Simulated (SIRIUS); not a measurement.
Crystal: Ru.

```
Ru
1.0
     2.70580    0.00000    0.00000
    -1.35290    2.34329    0.00000
     0.00000    0.00000    4.28190
Ru
2
Direct
  0.66667 0.33333 0.75000
  0.33333 0.66667 0.25000
```

| Property | Result |
| --- | --- |
| Program | SIRIUS 7.12.0 |
| Task | single point |
| Functional | PBEsol |
| Potentials or basis | PseudoDojo 0.4.1 PBEsol standard (scalar relativistic) |
| Cutoff | 1152 eV |
| Density cutoff | 4606 eV |
| k mesh | 11 × 11 × 6 |
| Occupations | fermi-dirac, width 0.05 eV |
| Spin | no spin polarisation |

On this cell: pressure -5.7 GPa; largest force under 0.003 eV/Å; band gap on the k mesh none (metal or under the smearing width).

The same run follows on a disturbed copy (atoms moved at random, drawn with an rms of 0.05 Å):

```
Ru
1.0
     2.70580    0.00000    0.00000
    -1.35290    2.34329    0.00000
     0.00000    0.00000    4.28190
Ru
2
Cartesian
  1.3541 0.8057 3.1908
  -0.0504 1.5944 1.0434
```

Problem. What does the disturbed cell give?

Solution. The energy (extrapolated to zero smearing) moves by +4.7 meV/atom; pressure -5.6 GPa; largest force 0.349 eV/Å; band gap on the k mesh none (metal or under the smearing width).

Forces on the atoms (eV/Å):
```
Ru  -0.337  0.050 -0.078
Ru   0.337 -0.050  0.078
```

Stress tensor (GPa, compression positive):
```
-5.71  0.96  0.05
 0.96 -5.35 -0.01
 0.05 -0.01 -5.64
```
